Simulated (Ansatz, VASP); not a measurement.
**AlN: VASP beside Ansatz**

```
Al N
1.0
     3.10670    0.00000    0.00000
    -1.55335    2.69048    0.00000
     0.00000    0.00000    4.97857
Al N
2 2
Direct
  0.66667 0.33333 0.49920
  0.33333 0.66667 0.99920
  0.66667 0.33333 0.88080
  0.33333 0.66667 0.38080
```

Alike in both runs: functional r2SCAN; k mesh 12 × 12 × 6; occupations gaussian, width 0.02 eV; no spin polarisation.

Ansatz relaxed the structure, and its values are those at the end. VASP's run is a single point on that final structure, the one shown.

|  | VASP | Ansatz |
| --- | --- | --- |
| version | VASP 6.6.1 | Ansatz 0.2.0 |
| potentials or method | VASP PAW PBE potentials, release 64 (Al, N) | scalar-relativistic, plane waves, PAW |
| plane-wave cutoff (eV) | 520 | 500 |
| valence electrons in the cell | 16 | 16 |

Ansatz gave:

```
gap on the k mesh at the Fermi level (eV) : 4.88
least direct gap on the mesh (eV)         : 4.88
pressure (GPa)                            : 0.0
```

Task: Which values does VASP return?

Result: gap on the k mesh at the Fermi level (eV): 4.92; least direct gap on the mesh (eV): 4.92; pressure (GPa): -0.4.

Caveats: the PAW data sets were made with another functional, which shifts forces and pressure a little (VASP). A k mesh can miss the band edges. r2SCAN opens gaps a little over a GGA but as a rule still falls short of measured ones.
